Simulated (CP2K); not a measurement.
The system is HfO2.

```
CELL_PARAMETERS angstrom
5.11800 0.00000 0.00000
0.00000 5.18570 0.00000
-0.85866 0.00000 5.21387
ATOMIC_POSITIONS crystal
Hf 0.27550 0.46030 0.70800
Hf 0.72450 0.96030 0.79200
Hf 0.72450 0.53970 0.29200
Hf 0.27550 0.03970 0.20800
O 0.07420 0.16840 0.84670
O 0.92580 0.66840 0.65330
O 0.92580 0.83160 0.15330
O 0.07420 0.33160 0.34670
O 0.44870 0.74190 0.98010
O 0.55130 0.24190 0.51990
O 0.55130 0.25810 0.01990
O 0.44870 0.75810 0.48010
```

Base run:

- Program: CP2K 2026.2
- Functional: SCAN
- Potentials or basis: POTENTIAL_UZH Hf GTH-PBE-q12, O GTH-PBE-q6; DZVP-MOLOPT-PBE-GTH basis
- Density cutoff: 11565 eV
- k mesh: 4 × 4 × 4
- Occupations: fermi-dirac, width 0.05 eV
- Spin: no spin polarisation

Its results: band gap on the k mesh 4.68 eV, indirect (least direct gap 4.77 eV); pressure -3.5 GPa; largest force 0.331 eV/Å.

Task: After a change of settings the same cell gave: band gap on the k mesh 4.29 eV, indirect (least direct gap 4.37 eV); pressure -0.9 GPa; largest force 0.380 eV/Å. Which change was it?
A. functional from SCAN to LDA
B. functional from SCAN to PBE
C. functional from SCAN to revPBE
D. functional from SCAN to OLYP

Result: D.

SCAN gives the wider gap, since meta-GGAs in the generalised Kohn-Sham scheme recover part of the derivative discontinuity.

Caveats: the potentials were made for another functional, which shifts forces and pressure; spin-orbit coupling is left out, which moves the levels of the heavy elements; the basis of atomic orbitals isn't converged, which shifts pressures, moduli and gaps.
